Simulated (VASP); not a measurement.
# Pb: relaxation of cell and atoms with r2SCAN

The system is Pb.

```
CELL_PARAMETERS angstrom
0.00000 3.43900 3.43900
3.43900 0.00000 3.43900
3.43900 3.43900 0.00000
ATOMIC_POSITIONS crystal
Pb 0.25000 0.25000 0.25000
Pb 0.00000 0.00000 0.00000
```

This isn't the form of Pb at room conditions, which is fcc.

```
Program                : VASP 6.6.1
Task                   : relaxation of cell and atoms
Functional             : r2SCAN
Potentials or basis    : VASP PAW PBE potentials, release 64 (Pb_d)
Cutoff                 : 600 eV
k mesh                 : 6 × 6 × 6
Occupations            : fermi-dirac, width 0.05 eV
Spin                   : no spin polarisation
Ladder                 : gaps
Further INCAR settings : ALGO = Normal; EDIFF = 1e-06; IBRION = 2; EDIFFG = -0.01; NSW = 60; ISIF = 3
```

| Quantity | Value |
| --- | --- |
| Relaxed volume | 42.16 Å³/atom |
| Relaxed cell | a = 4.922 Å, b = 4.922 Å, c = 4.922 Å, α = 60.00°, β = 60.00°, γ = 60.00° |
| Space group after relaxing (to 0.05 Å) | Fd-3m (No. 227) |
| Energy gained by relaxing | 5.4 meV/atom |
| Ionic steps | 3 |
| Pressure after relaxing | 0.0 GPa |
| Band gap on the k mesh | none (metal or under the smearing width) |

Step by step:
| step | energy change (eV) | largest force (eV/Å) | pressure (GPa) | volume (Å³) |
| --- | --- | --- | --- | --- |
| 1 | 0.0000 | 0.0000 | 1.20 | 81.34 |
| 2 | -0.0103 | 0.0000 | -0.23 | 84.97 |
| 3 | -0.0107 | 0.0000 | 0.01 | 84.32 |

Final structure:
```
CELL_PARAMETERS angstrom
0.00000 3.48038 3.48038
3.48038 0.00000 3.48038
3.48038 3.48038 0.00000
ATOMIC_POSITIONS crystal
Pb 0.25000 0.25000 0.25000
Pb 0.00000 0.00000 0.00000
```

Levels at points of the mesh, in eV from the Fermi level:
```
           k point  band 11  band 12  band 13  band 14  band 15  band 16  band 17  band 18
(0.00, 0.00, 0.00)   -11.33    -3.99     0.46     0.46     0.46     2.62     2.62     2.62
(0.50, 0.00, 0.00)    -9.97    -7.21    -0.81    -0.69    -0.69     3.78     3.78     5.84
(0.50, 0.50, 0.00)    -8.64    -8.64    -1.90    -1.90     1.10     1.10     7.44     7.44
```

Wall time 2.9 min on 1 thread of Intel(R) Xeon(R) 6975P-C (Granite Rapids) (shared host), peak memory 0.27 GiB.

Caveat: the PAW data sets were made with another functional, which shifts forces and pressure a little. The run has no spin-orbit coupling, so splittings on Pb are missing.
